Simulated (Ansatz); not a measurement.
## Density of states of InSb

```cif
data_structure
_symmetry_space_group_name_H-M 'P 1'
_symmetry_Int_Tables_number 1
_cell_length_a 5.3570
_cell_length_b 5.7120
_cell_length_c 3.0630
_cell_angle_alpha 90.000
_cell_angle_beta 90.000
_cell_angle_gamma 90.000
_cell_volume 93.73
loop_
_atom_site_label
_atom_site_type_symbol
_atom_site_fract_x
_atom_site_fract_y
_atom_site_fract_z
_atom_site_occupancy
In1 In 0.00000 0.00000 0.00000 1
In2 In 0.50000 0.50000 0.00000 1
Sb1 Sb 0.50000 0.00000 0.83500 1
Sb2 Sb 0.00000 0.50000 0.16500 1
```

The runs use the primitive cell with vectors (5.357, 0.000, 0.000), (0.000, 5.712, 0.000), (0.000, 0.000, 3.063) Å, to which the k mesh refers.

The geometry is COD entry 1525500, unchecked; take it as a test cell.

No spin–orbit coupling, which matters for the heavy atoms here.

Method: DFT, LDA, all-electron LAPW, scalar-relativistic (Ansatz 0.2.0).

Settings: a Γ-centred 6×6×11 k mesh, Fermi–Dirac smearing of 0.08 eV, basis error target 1 meV/atom, no spin polarisation.

States per eV and cell, averaged over 0.6 eV, from -5.8 to 3.6 eV, with energies (bin centres) from the Fermi level; empty bins are left out. 

| E (eV) | total |
| --- | --- |
| -5.6 | 1.59 |
| -5.0 | 1.32 |
| -4.4 | 1.54 |
| -3.8 | 1.69 |
| -3.2 | 1.80 |
| -2.6 | 1.64 |
| -2.0 | 2.33 |
| -1.4 | 2.07 |
| -0.8 | 1.49 |
| -0.2 | 1.54 |
| 0.4 | 1.68 |
| 1.0 | 1.93 |
| 1.6 | 1.52 |
| 2.2 | 1.24 |
| 2.8 | 1.99 |
| 3.4 | 2.24 |
